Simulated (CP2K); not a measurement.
Crystal: MgSe.

```
CELL_PARAMETERS angstrom
3.85444 0.00000 0.00000
1.92722 3.33804 0.00000
1.92722 1.11268 3.14714
ATOMIC_POSITIONS crystal
Se 0.50000 0.50000 0.50000
Mg 0.00000 0.00000 0.00000
```

Base run:

```yaml
Program: CP2K 2026.2
Functional: PBEsol
Potentials_or_basis: POTENTIAL_UZH Se GTH-PBE-q6, Mg GTH-PBE-q10; TZVP-MOLOPT-PBE-GTH basis
Density_cutoff: 19048 eV
k_mesh: 8 × 8 × 8
Occupations: fermi-dirac, width 0.0259 eV
Spin: no spin polarisation
```

Its results: band gap on the k mesh 1.58 eV, indirect (least direct gap 2.37 eV).

**Question.** The run is repeated on the same cell with these changes: functional from PBEsol to TB-mBJ. What comes out?

**Answer.** Band gap on the k mesh 1.91 eV, indirect (least direct gap 2.98 eV).

Caveats: the basis of atomic orbitals isn't converged, which shifts pressures, moduli and gaps; this is a model potential without an energy functional, so only levels have meaning (some runs).
